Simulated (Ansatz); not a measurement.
# Rb under changes of volume

One of the cells (95.352 Å³/atom); the others are scaled copies at fixed shape and fractional positions:

```
Rb
1.0
    -2.95451    2.95451    2.73085
     2.95451   -2.95451    2.73085
     2.95451    2.95451   -2.73085
Rb
1
Direct
  0.00000 0.00000 0.00000
```

This isn't the form of Rb at room conditions, which is bcc.

| Item | Value |
| --- | --- |
| Program | Ansatz 0.2.0 |
| Functional | PBE |
| Potentials or basis | all-electron LAPW, scalar-relativistic |
| Cutoff | 53 eV (chosen from the basis error) |
| Basis error allowed | 0.0005 eV/atom |
| k mesh | 7 × 7 × 7 |
| Occupations | fermi-dirac, width 0.05 eV |
| Spin | no spin polarisation |

```csv
volume (Å³/atom),energy over the lowest point (meV/atom),pressure (GPa)
89.631,0.09,0.0
91.538,0.00,0.0
93.445,0.59,-0.1
95.352,1.78,-0.1
97.259,3.53,-0.2
99.166,5.77,-0.2
101.073,?,?
```

Task: What does the run at 101.073 Å³/atom give?

Result: Energy over the lowest point 8.46 meV/atom; pressure -0.2 GPa.

Worked out: A Birch-Murnaghan fit of order 3 (a polynomial in V^(-2/3)) to the other rows has its minimum at 90.82 Å³/atom with B0 = V·E''(V) = 2.8 GPa and B' = 3.9 at fixed shape and positions, which overstates the stiffness. It gives 8.46 meV/atom at 101.073 Å³/atom, against the run's 8.46, and -dE/dV = -0.2 GPa, against -0.2.

Energies are extrapolated to zero smearing.
